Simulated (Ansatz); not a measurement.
## SiC (Moissanite): equation of state with PBE

The system is SiC (Moissanite).

```xyz
4
Lattice="3.0760 0.0000 0.0000 -1.5380 2.6639 0.0000 0.0000 0.0000 5.0480" Properties=species:S:1:pos:R:3 pbc="T T T"
Si    1.5380    0.8880    2.5240
Si    0.0000    1.7759    0.0000
C     1.5380    0.8880    4.4675
C     0.0000    1.7759    1.9435
```

- Program: Ansatz 0.2.0
- Task: equation of state
- Functional: PBE
- Potentials or basis: Ansatz NC
- Cutoff: 1116 eV
- Density cutoff: 4463 eV
- k mesh: 10 × 10 × 5
- Occupations: fermi-dirac, width 0.05 eV
- Spin: no spin polarisation

```yaml
Equilibrium_volume: 10.53 Å³/atom
Bulk_modulus_at_fixed_shape_and_positions: 212 GPa
Pressure_derivative_of_the_bulk_modulus: 3.9
```

Energy against volume, from the lowest point:
```csv
volume (Å³/atom),energy (meV/atom)
9.721,46.27
9.927,24.67
10.134,10.18
10.341,2.16
10.548,0.00
10.755,3.17
10.961,11.16
```

All runs of the series together: 22 s on 2 threads of Arm Neoverse V2 (shared host).

Caveat: the cell was scaled at fixed shape and fractional positions, which overstates the stiffness of a crystal with free parameters, most of all of layers and chains.
